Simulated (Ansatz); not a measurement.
Wanted: the native input for an Ansatz 0.2.0 run.

```yaml
Task: single point
Functional: LDA
Potentials_or_basis: Ansatz PAW
Cutoff: "420 eV (not typed: the program's choice for these potentials)"
k_mesh: 8 × 8 × 8
Occupations: gaussian, width 0.02 eV
Spin: collinear spin, ferromagnetic start
Starting_moments: "[3.0, 0.0] μB"
Hubbard_terms: Fe d U = 4.5 eV
Hubbard_projectors: ortho-atomic (the default)
Double_counting: fll (the default)
```

FeO (Wuestite):

```xyz
2
Lattice="0.0197 2.1962 2.1594 2.1359 0.0250 2.1541 2.1461 2.2012 0.0147" Properties=species:S:1:pos:R:3 pbc="T T T"
Fe    0.0000    0.0000    0.0000
O     2.1509    2.2112    2.1641
```

The cell isn't the ideal one: cell strained at random at fixed volume.

These files were run (other wordings do the same):

input.yaml

```yaml
crystal:
  lattice:
    - [0.019744, 2.196222, 2.159413]
    - [2.13585, 0.025018, 2.154139]
    - [2.146119, 2.201218, 0.014748]
  atoms:
    - { symbol: Fe, position: [0.0, 0.0, 0.0], spin: 3.0 }
    - { symbol: O, position: [0.5, 0.5, 0.5] }
hamiltonian:
  xc: lda
  pseudopotentials: { kind: paw, core: small }
  hubbard: { sites: [{ species: Fe, l: d, u_eff: 4.5 }] }
magnetization:
  spin_polarized: true
kpoints:
  mp_grid: { grid: [8, 8, 8] }
scf:
  occupations: { method: gaussian, width: 0.02 }
output:
  forces: true
  stress: true
  eigenvalues: true
```

Potentials or basis: Ansatz PAW.

Launch:

```bash
$ ansatz run input.yaml --threads 1 --pin off --max-ram 2560MiB --backend cpu --events-out ev --progress --plain --runs-dir out
```

Results of the run:

| Quantity | Value |
| --- | --- |
| Pressure | -3.1 GPa |
| Band gap on the k mesh | 0.96 eV, indirect (least direct gap 2.77 eV) |
| Net moment | 4.00 μB per cell |
| Absolute moment | 4.00 μB per cell |
| Site moments | Fe +3.45; O +0.22 μB |

Caveat: the magnetic or orbital state may not be the lowest; the pressure holds a Pulay correction of +0.9 GPa for the finite cutoff; a cell with one magnetic atom can't hold antiferromagnetic order, which such compounds often take; the PAW data sets come from PBE, with cores solved anew for the run's functional, which leaves a small shift of forces and pressure.

Wall time 2.6 min on 1 thread of Arm Neoverse V2, on a shared host, peak memory 0.72 GiB.
